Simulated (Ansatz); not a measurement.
# MnS: the cost of one run

Computed with Ansatz 0.2.0 (DFT PBE, PAW, plane waves, scalar-relativistic, unless a step's input says otherwise).

The COD entry's cell or inner coordinates are ideal or old and differ from later refinements, so a difference from it is no clean test against experiment.

**1. The structure to begin with**

The structure is hexagonal, space group P6_3mc (No. 186). Conventional cell: a = 3.976 Å, b = 3.976 Å, c = 6.432 Å, α = 90.00°, β = 90.00°, γ = 120.00°. Mn (site symmetry 3m) is surrounded by 4 S at 2.41 to 2.48 Å. Around S (site symmetry 3m) lie 4 Mn at 2.41 to 2.48 Å.

Coordinates:

```xyz
4
Lattice="3.9760 0.0000 0.0000 -1.9880 3.4433 0.0000 0.0000 0.0000 6.4320" Properties=species:S:1:pos:R:3 pbc="T T T"
Mn    0.0000    2.2955    0.0000
Mn    1.9880    1.1478    3.2160
S     0.0000    2.2955    2.4763
S     1.9880    1.1478    5.6923
```

Labels such as S4 number the atoms in the order of the input file.

The first starts: parallel moments, plain SCF; opposed moments +-, plain SCF; no spin polarisation; spin on, no moments given (the program may seed its own), plain SCF. Further starts follow from what these give.

“Plain SCF” means no search for lower states. 

Site moments are integrals over atomic spheres and don't add up to the total.

**2. Parallel moments, plain SCF**

input.yaml reads:

```yaml
crystal:
  lattice:
    - [3.9760013, 0.0, 0.0]
    - [-1.98800065, 3.44331813, 0.0]
    - [0.0, 0.0, 6.432]
  atoms:
    - { symbol: Mn, position: [0.33333333, 0.66666667, 0.0], spin: 4.5 }
    - { symbol: Mn, position: [0.66666667, 0.33333333, 0.5], spin: 4.5 }
    - { symbol: S, position: [0.33333333, 0.66666667, 0.385] }
    - { symbol: S, position: [0.66666667, 0.33333333, 0.885] }
magnetization:
  spin_polarized: true
hamiltonian:
  xc: pbe
  pseudopotentials: { kind: paw }
basis:
  ecutwfc: 420
kpoints:
  mp_grid: { grid: [6, 6, 3] }
scf:
  occupations: { method: fermi_dirac, width: 0.03 }
  lower_state_search: "off"
output:
  forces: true
  stress: true
```

What time and memory should one allow on 2 threads of an x86-64 CPU, shared host?

About 2 s, with a peak of 0.41 GiB.
